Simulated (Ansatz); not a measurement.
# The 3-layer 2H-WS2 (2H stacking) between two gates, part 2 of 3

How do the bands of the 3-layer 2H-WS2 (2H stacking) follow a displacement field between two gates?

Ansatz 0.2.0; plane-wave DFT, PBE-D3(BJ), Ansatz PAW (the session's first sound run).

So far. Step 2 (Relaxing the slab): The lattice constant a goes from 3.180 to 3.156 Å.

## 3. Gated layer, displacement field 0

The slab is cut off from its images along the normal. Two sheets of opposite charge stand for the gates, so the stack stays neutral in a displacement field; barriers ahead of the sheets keep electrons from leaking to them. The uncharged case sets the zero.

The cell differs from the one that the last finished run ended in (c 63.827 → 61.712 Å).

The input, input.yaml:

```yaml
crystal:
  lattice:
    - [3.1559230428, 0.0, 0.0]
    - [-1.5779615214, 2.7331095275, 0.0]
    - [0.0, 0.0, 61.7123057853]
  atoms:
    - { symbol: S, position: [0.3333333333, 0.6666666667, 0.3759379868] }
    - { symbol: W, position: [0.0, 0.0, 0.401488514] }
    - { symbol: S, position: [0.3333333333, 0.6666666667, 0.4270083684] }
    - { symbol: S, position: [0.0, 0.0, 0.4744900104] }
    - { symbol: W, position: [0.3333333333, 0.6666666667, 0.5] }
    - { symbol: S, position: [0.0, 0.0, 0.5255099896] }
    - { symbol: S, position: [0.3333333333, 0.6666666667, 0.5729916316] }
    - { symbol: W, position: [0.0, 0.0, 0.598511486] }
    - { symbol: S, position: [0.3333333333, 0.6666666667, 0.6240620132] }
  periodic: [true, true, false]
  symmetry: { detect: true }
kpoints:
  mp_grid: { grid: [30, 30, 1] }
  band_path:
    path: [[0, 0, 0], [0.5, 0, 0], [0.33333333, 0.33333333, 0], [0, 0, 0]]
    npoints: 16
hamiltonian:
  xc: pbe
  dispersion: d3bj
scf:
  occupations: { method: fermi_dirac, width: 0.05 }
  convergence: { dr2_threshold: 1.0e-10 }
output:
  forces: true
  eigenvalues: true
  dos: { projected: true, e_range: [-3, 3], de: 0.01 }
  write_potential: true
  write_density: true
  volumetric_format: npy
  elf: true
external_charges:
  - { charge: 0, barrier: 10, axis: 3, height: 41.012, sigma: 0.25 }
  - { charge: 0, barrier: 10, axis: 3, height: 20.7, sigma: 0.25 }
```

Command:

```console
ansatz run input.yaml --threads 4 --pin off --max-ram 6144MiB --backend cpu --events-out ev --progress --plain --runs-dir out
```

Numbers of over 12 decimals in the logs are rounded to 6 here.

The program printed:

```text
[...]
Crystal: 9 atoms, lattice volume = 532.298 Å³
Basis set: ecut = 420 eV, 10287 PW (Γ), exchange–correlation on 48×48×864 points (8 copies of the dense FFT grid, shifted against one another)
Bands: 48, of which v1, the nominal top of the filled ones, is band 39 counted from 1 (38 counted from 0)
Symmetry: 6 space group operations
k-points: 91 of 900 (time reversal used)
[...]
SCF iter   1: F=—  HF=-36577.583606 eV  |F-HF|=—  |Δ(HF+E_count)|=         —  Δρ=2.98e-3  dr2=6.51e-2  ethr=1.77e-3  ⟨swp⟩=15.2  Hψ=34089  notcnv=0
[...]
SCF iter  13: F=-36577.602578 eV  HF=-36577.602578 eV  |F-HF|=4.51e-10  |Δ(HF+E_count)|=  4.37e-10  Δρ=3.78e-8  dr2=3.73e-11  ethr=1.00e-12  ⟨swp⟩=21.6  Hψ=44416  notcnv=0
SCF 1 converged in 13 iterations: F = -36577.602578 eV  dr2 = 3.73e-11
[...]
NSCF: frozen V_eff on 49 k-points
WARN: The output density's exchange-correlation potential varies sharply where the density is thin. Do not read a vacuum level from v_tot or v_xc, or from such a field of the output density. On a cell that repeats whose density bears no net charge and no dipole along the vacuum's axis use v_es (v_loc + v_h of the components); under efield.dipole_correction with no amplitude use v_es + v_field, which holds any externa [...]
SCF converged after 13 iterations
Free energy (F): -36577.602578 eV
[...]
Internal energy: -36577.602578 eV  (E = F + TS)
E sigma→0 (E₀):  -36577.602578 eV
Entropy (-TS):   -0.000000 eV (-0.000 meV/atom)
Fermi energy:    -4.401057 eV
[...]
--- Forces (eV/Å), atoms and charges each counted from 1 ---
  atom   1  S      0.00000000    -0.00000000     0.07846201
  atom   2  W     -0.00000000     0.00000000     0.01386187
  atom   3  S      0.00000000    -0.00000000    -0.00039757
  atom   4  S      0.00000000     0.00000000     0.00073516
  atom   5  W      0.00000000    -0.00000000    -0.00000146
  atom   6  S      0.00000000     0.00000000    -0.00073473
  atom   7  S      0.00000000    -0.00000000     0.00039789
  atom   8  W     -0.00000000     0.00000000    -0.01387238
  atom   9  S      0.00000000     0.00000000    -0.07854261
  external charge   1     0.00000000     0.00000000     0.09153294
  external charge   2     0.00000000     0.00000000    -0.09144341
  max |Σ_I F_I| component, the external charges' with the atoms': 2.28e-6 eV/Å
--- Band table (eV; the first three rows and the last of 91) ---
  k-point 0: bands = [... 35 lower, -6.8195, -5.8832, -5.2870, -4.9252, -2.5695, -2.5695, -2.5630, -2.5630, ... 5 higher]
  k-point 1: bands = [... 35 lower, -6.7143, -5.8831, -5.3028, -4.9583, -2.5841, -2.5752, -2.5619, -2.5507, ... 5 higher]
  k-point 2: bands = [... 35 lower, -6.5836, -5.8861, -5.3548, -5.0582, -2.6251, -2.6101, -2.6014, -2.5905, ... 5 higher]
  k-point 90: bands = [... 35 lower, -7.8247, -5.5851, -5.4968, -5.4147, -3.5600, -3.5484, -3.5483, -2.7071, ... 5 higher]
```

Wall time 2.8 min (4 threads of Arm Neoverse V1, shared host); peak memory 2 GiB.

Numbers from this step:

| Property | Result |
| --- | --- |
| gap along the path | 1.136 eV |
| smallest direct gap along the path | 1.855 eV |
| gap, the smaller of path and mesh | 1.136 eV |
| potential beyond the upper barrier and gate, less the barrier, from the Fermi level | 4.401 eV |

Running mean over a fixed 2.7 Å (it still follows the layers) of the planar mean; beyond a gate it holds the 10 eV model barrier. The electron's electrostatic potential energy less the Fermi level by z:

z (Å), electron's electrostatic potential energy less the Fermi level (eV) and a bar from the least value:
```
        5       14.4 ##############################
        6       14.4 ##############################
        7       14.4 ##############################
        8       14.4 ##############################
        9       14.4 ##############################
       10       14.4 ##############################
       11       14.4 ##############################
       12       14.4 ##############################
       13       14.4 ##############################
       14       14.4 ##############################
       15       14.4 ##############################
       16       14.4 ##############################
       17       14.4 ##############################
       18       14.4 ##############################
       19       14.3 ##############################
       20       11.4 ###########################
       21        7.8 #######################
       22        0.1 ##############
       23       -5.2 ########
       24      -11.6 #
       25      -12.0 
       26       -9.1 ###
       27       -2.8 ###########
       28       -2.0 ###########
       29       -4.8 ########
       30      -11.1 #
       31      -12.1 
       32      -10.3 ##
       33       -3.1 ##########
       34       -2.0 ###########
       35       -4.2 #########
       36      -10.6 ##
       37      -11.9 
       38      -10.6 ##
       39       -3.0 ##########
       40        2.4 ################
       41        9.2 ########################
       42       12.5 ############################
       43       14.4 ##############################
       44       14.4 ##############################
       45       14.4 ##############################
       46       14.4 ##############################
       47       14.4 ##############################
       48       14.4 ##############################
       49       14.4 ##############################
       50       14.4 ##############################
       51       14.4 ##############################
       52       14.4 ##############################
       53       14.4 ##############################
       54       14.4 ##############################
       55       14.4 ##############################
       56       14.4 ##############################
       57       14.4 ##############################
```

The density of states has structure finer than the step of the table below, so its rows give means over 0.1 eV, whole bins alone (the curve runs from -3 to 1.63 eV). Peaks (eV: height): -2.85: 8.20, -2.62: 9.68, -2.05: 8.82, -1.96: 12.8, 1.41: 9.40, 1.51: 12.9, 1.60: 13.7.

The density of states by energy, zero at the Fermi level of the run, which the smearing sets inside the gap; means over each step:

energy (eV), density of states (states/eV a cell) and a bar:
```
     -2.9        7.7 #######################
     -2.8        7.3 ######################
     -2.7        7.0 #####################
     -2.6        7.7 #######################
     -2.5        5.8 #################
     -2.4        4.0 ############
     -2.3        2.6 ########
     -2.2        4.3 #############
     -2.1        7.5 ######################
     -2.0       10.0 ##############################
     -1.9        8.6 ##########################
     -1.8        6.7 ####################
     -1.7        5.6 #################
     -1.6        4.9 ###############
     -1.5        4.6 ##############
     -1.4        2.6 ########
     -1.3        2.2 ######
     -1.2        1.7 #####
     -1.1        1.2 ####
     -1.0        0.7 ##
     -0.9        0.5 ##
     -0.8        0.2 #
     -0.7        0.2 #
     -0.6        0.2 #
     -0.5        0.0 
     -0.4        0.0 
     -0.3        0.0 
     -0.2        0.0 
     -0.1        0.0 
      0.0        0.0 
      0.1        0.0 
      0.2        0.0 
      0.3        0.0 
      0.4        0.0 
      0.5        0.0 
      0.6        0.4 #
      0.7        1.3 ####
      0.8        1.5 #####
      0.9        2.8 ########
      1.0        4.7 ##############
      1.1        4.7 ##############
      1.2        5.4 ################
      1.3        7.1 #####################
      1.4        7.7 #######################
      1.5        9.8 #############################
```

Projected DOS per atom over height of the atomic layer and energy from the Fermi level. Layers: S W S S W S S W S from below.

Ten even steps from '_' (0.00 states/eV) to '@' (2.32 states/eV), each cell a mean:
```
--@@::::@@::::@@--
..**....**....**..
..==..__==__..==..
__::____--____::__
________..________
__________________
__________________
__________________
__________________
__________________
__________________
__________________
__________________
__..____..____..__
__--____--____--__
..==....==....==..
..**....**....**..
::**::::##::::**::
..................
--..--::..::--..--
==..====..====..==
==::====::====::==
```
Columns: height of the atomic layer (Å) from 23.2 to 38.5 (not evenly spaced); rows upwards: energy from the Fermi level (eV) from -2.98 to 1.62.

Electronic bands along the path, in eV, zero at the Fermi level of the run, which the smearing sets inside the gap:

```
  point  band 36  band 37  band 38  band 39  band 40  band 41  band 42  band 43
      Γ    -2.42    -1.48    -0.89    -0.52     1.83     1.83     1.84     1.84
halfway    -2.48    -2.05    -1.97    -1.94     0.99     1.28     1.39     1.49
      M    -2.23    -2.14    -2.04    -1.99     1.86     1.88     1.90     2.18
halfway    -3.12    -1.64    -1.52    -1.43     1.51     1.55     1.59     2.26
      K    -3.42    -1.18    -1.10    -1.01     0.84     0.85     0.85     1.69
halfway    -2.37    -1.99    -1.96    -1.96     0.61     0.92     1.25     1.64
      Γ    -2.42    -1.48    -0.89    -0.52     1.83     1.83     1.84     1.84
```

Force by atom:

```
atom  x (eV/Å)  y (eV/Å)  z (eV/Å)    size
  S1    0.0000    0.0000    0.0785  0.0785
  W2    0.0000    0.0000    0.0139  0.0139
  S3    0.0000    0.0000   -0.0004  0.0004
  S4    0.0000    0.0000    0.0007  0.0007
  W5    0.0000    0.0000    0.0000  0.0000
  S6    0.0000    0.0000   -0.0007  0.0007
  S7    0.0000    0.0000    0.0004  0.0004
  W8    0.0000    0.0000   -0.0139  0.0139
  S9    0.0000    0.0000   -0.0785  0.0785
```

Valence density in the ca plane at fractional y = 0.667, with atoms of S and W within 0.2 Å of it. It is the smooth field of the valence electrons, not physical close to the nuclei.

Ten steps, logarithmic in the rise over the least value, from '0' (0.0 e/Å³) to '9' (5.0 e/Å³), each cell a mean:
```
00000000000000000123344565443321113455544444
00000000000000000123334565433321113455544444
00000000000000001234554455455432112344445554
00000000000000002456665444566654211234578985
00000000000000012566566434665665311223589997
00000000000000013566566434665665311223599997
00000000000000002466665444566664211234579986
00000000000000001245554454555542112344456654
```
Columns run along c (16.0 Å, from fractional 0.26 to 0.52 of the cell), rows up along a (3.2 Å). Atoms in or near the plane, at fractional coordinates: S at (0.38, 0.33), S at (0.43, 0.33), W at (0.50, 0.33).

Electrostatic potential energy in the ca plane at fractional y = 0.667, with atoms of S and W within 0.2 Å of it. With pseudopotentials it is smooth inside the atoms' cores, unlike the true potential.

Ten even steps from '0' (-47 eV) to '9' (10 eV), each cell a mean:
```
99999999999998888877776434677778887666676677
99999999999998888877776434677778887656677777
99999999999998888776666555666677887766665456
99999999999998888752136666631257788777620014
99999999999998887621105777501126788877400002
99999999999998887621104777401126788877400002
99999999999998888741136666631147788777520004
99999999999998888776566656665677887776654456
```
Columns run along c (16.0 Å, from fractional 0.26 to 0.52 of the cell; values clipped at the 3rd and 97th percentile), rows up along a (3.2 Å). Atoms in or near the plane, at fractional coordinates: S at (0.38, 0.33), S at (0.43, 0.33), W at (0.50, 0.33).

ELF in the ca plane at fractional y = 0.667, with atoms of S and W within 0.2 Å of it. It is the smooth field of the valence electrons, not physical close to the nuclei.

Ten even steps from '0' (0.00) to '9' (0.94), each cell a mean:
```
00000000000000000123321232123310026777643235
00000000000000000012221232122210026887743336
00000000000000013577763222367764014677522224
00000000000000258998887323688898301244236752
00000000000001479994157424751499600012265364
00000000000001479994157424751399600012374265
00000000000000268998787323787898400234246763
00000000000000024678874222478875103566523323
```
Columns run along c (16.0 Å, from fractional 0.26 to 0.52 of the cell), rows up along a (3.2 Å). Atoms in or near the plane, at fractional coordinates: S at (0.38, 0.33), S at (0.43, 0.33), W at (0.50, 0.33).

The gap, the smaller of path and mesh, is 1.136 eV.

## 4. Gated layer, displacement field 1.81 V/nm

input.yaml, as its differences from that of step 3:

```diff
@@ -31,3 +31,2 @@
   eigenvalues: true
-  dos: { projected: true, e_range: [-3, 3], de: 0.01 }
   write_potential: true
@@ -35,5 +34,6 @@
   volumetric_format: npy
-  elf: true
 external_charges:
   - { charge: 0, barrier: 10, axis: 3, height: 41.012, sigma: 0.25 }
+  - { charge: -0.008625, axis: 3, height: 42.512, sigma: 0.33 }
   - { charge: 0, barrier: 10, axis: 3, height: 20.7, sigma: 0.25 }
+  - { charge: 0.008625, axis: 3, height: 19.2, sigma: 0.33 }
```

The program printed:

```text
[...]
Crystal: 9 atoms, lattice volume = 532.298 Å³
Basis set: ecut = 420 eV, 10287 PW (Γ), exchange–correlation on 48×48×864 points (8 copies of the dense FFT grid, shifted against one another)
Bands: 48, of which v1, the nominal top of the filled ones, is band 39 counted from 1 (38 counted from 0)
Symmetry: 6 space group operations
k-points: 91 of 900 (time reversal used)
[...]
SCF iter   1: F=—  HF=-36578.761475 eV  |F-HF|=—  |Δ(HF+E_count)|=         —  Δρ=2.57e-2  dr2=3.87e0  ethr=3.10e-3  ⟨swp⟩=15.2  Hψ=33631  notcnv=0
[...]
SCF iter  17: F=-36577.596573 eV  HF=-36577.596573 eV  |F-HF|=6.98e-10  |Δ(HF+E_count)|=  5.82e-11  Δρ=4.45e-8  dr2=1.82e-11  ethr=1.00e-12  ⟨swp⟩=26.9  Hψ=43461  notcnv=0
SCF 1 converged in 17 iterations: F = -36577.596573 eV  dr2 = 1.82e-11
[...]
SCF converged after 17 iterations
Free energy (F): -36577.596573 eV
[...]
Internal energy: -36577.596572 eV  (E = F + TS)
E sigma→0 (E₀):  -36577.596572 eV
Entropy (-TS):   -0.000001 eV (-0.000 meV/atom)
Fermi energy:    -4.407995 eV
[...]
--- Forces (eV/Å), atoms and charges each counted from 1 ---
  atom   1  S      0.00000000    -0.00000000     0.08495348
  atom   2  W     -0.00000000     0.00000000     0.00382534
  atom   3  S      0.00000000     0.00000000     0.00690798
  atom   4  S      0.00000000     0.00000000     0.00684137
  atom   5  W     -0.00000000    -0.00000000    -0.01364760
  atom   6  S      0.00000000     0.00000000     0.00688679
  atom   7  S      0.00000000    -0.00000000     0.00621822
  atom   8  W      0.00000000     0.00000000    -0.02381350
  atom   9  S     -0.00000000    -0.00000000    -0.07060003
  external charge   1     0.00000000     0.00000000     0.08779346
  external charge   2     0.00000000     0.00000000    -0.00078108
  external charge   3     0.00000000     0.00000000    -0.09536509
  external charge   4     0.00000000     0.00000000     0.00077934
  max |Σ_I F_I| component, the external charges' with the atoms': 1.33e-6 eV/Å
--- Band table (eV; the first three rows and the last of 91) ---
  k-point 0: bands = [... 35 lower, -6.8136, -5.8983, -5.2922, -4.8987, -2.7158, -2.7158, -2.6169, -2.6169, ... 5 higher]
  k-point 1: bands = [... 35 lower, -6.6909, -5.8979, -5.3088, -4.9306, -2.7342, -2.6806, -2.6465, -2.6296, ... 5 higher]
  k-point 2: bands = [... 35 lower, -6.5621, -5.9007, -5.3630, -5.0267, -2.7856, -2.7382, -2.6816, -2.6155, ... 5 higher]
  k-point 90: bands = [... 35 lower, -7.7165, -5.6830, -5.5090, -5.3074, -3.7169, -3.5610, -3.3817, -2.7364, ... 5 higher]
```

Run time: 3.3 min. Hardware: 4 threads; peak memory 1.9 GiB.

Numbers from this step:

* gap along the path: 1.068 eV
* smallest direct gap along the path: 1.591 eV
* gap, the smaller of path and mesh: 1.068 eV
* potential beyond the upper barrier and gate, less the barrier, from the Fermi level: 5.138 eV

The electronic bands at the labelled points (eV, zero at the Fermi level of the run, which the smearing sets inside the gap):

```
  point  band 36  band 37  band 38  band 39  band 40  band 41  band 42  band 43
      Γ    -2.41    -1.49    -0.88    -0.49     1.69     1.69     1.79     1.79
halfway    -2.43    -2.15    -1.99    -1.81     0.95     1.30     1.31     1.49
      M    -2.23    -2.11    -2.06    -1.86     1.72     1.88     2.06     2.10
halfway    -3.05    -1.72    -1.53    -1.32     1.39     1.55     1.73     2.22
      K    -3.31    -1.27    -1.10    -0.90     0.69     0.85     1.03     1.67
halfway    -2.27    -2.13    -1.97    -1.79     0.58     0.93     1.28     1.57
      Γ    -2.41    -1.49    -0.88    -0.49     1.69     1.69     1.79     1.79
```

Force by atom:

```
atom  x (eV/Å)  y (eV/Å)  z (eV/Å)    size
  S1    0.0000    0.0000    0.0850  0.0850
  W2    0.0000    0.0000    0.0038  0.0038
  S3    0.0000    0.0000    0.0069  0.0069
  S4    0.0000    0.0000    0.0068  0.0068
  W5    0.0000    0.0000   -0.0136  0.0136
  S6    0.0000    0.0000    0.0069  0.0069
  S7    0.0000    0.0000    0.0062  0.0062
  W8    0.0000    0.0000   -0.0238  0.0238
  S9    0.0000    0.0000   -0.0706  0.0706
```

The gap, the smaller of path and mesh, is 1.068 eV.

## 5. Gated layer, displacement field -1.81 V/nm

input.yaml, as its differences from that of step 4:

```diff
@@ -36,4 +36,4 @@
   - { charge: 0, barrier: 10, axis: 3, height: 41.012, sigma: 0.25 }
-  - { charge: -0.008625, axis: 3, height: 42.512, sigma: 0.33 }
+  - { charge: 0.008625, axis: 3, height: 42.512, sigma: 0.33 }
   - { charge: 0, barrier: 10, axis: 3, height: 20.7, sigma: 0.25 }
-  - { charge: 0.008625, axis: 3, height: 19.2, sigma: 0.33 }
+  - { charge: -0.008625, axis: 3, height: 19.2, sigma: 0.33 }
```

The program printed:

```text
[...]
Crystal: 9 atoms, lattice volume = 532.298 Å³
Basis set: ecut = 420 eV, 10287 PW (Γ), exchange–correlation on 48×48×864 points (8 copies of the dense FFT grid, shifted against one another)
Bands: 48, of which v1, the nominal top of the filled ones, is band 39 counted from 1 (38 counted from 0)
Symmetry: 6 space group operations
k-points: 91 of 900 (time reversal used)
[...]
--- Band table (eV; the first three rows and the last of 91) ---
  k-point 0: bands = [... 35 lower, -6.8137, -5.8984, -5.2923, -4.8988, -2.7158, -2.7158, -2.6169, -2.6169, ... 5 higher]
  k-point 1: bands = [... 35 lower, -6.6910, -5.8980, -5.3088, -4.9307, -2.7342, -2.6806, -2.6465, -2.6297, ... 5 higher]
  k-point 2: bands = [... 35 lower, -6.5621, -5.9008, -5.3630, -5.0267, -2.7857, -2.7382, -2.6816, -2.6156, ... 5 higher]
  k-point 90: bands = [... 35 lower, -7.7166, -5.6831, -5.5091, -5.3075, -3.7169, -3.5610, -3.3818, -2.7365, ... 5 higher]
[key lines of the parts left out:]
SCF converged after 17 iterations
Free energy (F): -36577.596570 eV
Fermi energy:    -4.408043 eV
```

Run time: 3.3 min. Hardware: 4 threads; peak memory 1.9 GiB; 12 min of CPU time.

The electronic bands at the labelled points (eV, zero at the Fermi level of the run, which the smearing sets inside the gap):

(Unchanged from step 4.)

The gap, the smaller of path and mesh, is 1.068 eV.

(Part 2 of 3 ends here.)

[Logs are printed without paths, hosts, clocks, repeated set-up lines and the standing remarks that a program may print on its own settings, such as how far it seeks lower states.]

[Hosts, paths, dates, database ids (printed as entryN), source tags and the programs' standing remarks are cut or masked in the printed files.]

[Maps of the electrostatic potential energy from Ansatz leave out the sawtooth potential of an applied field or a dipole correction, so their vacuum need not be flat; planar profiles and work functions include it.]
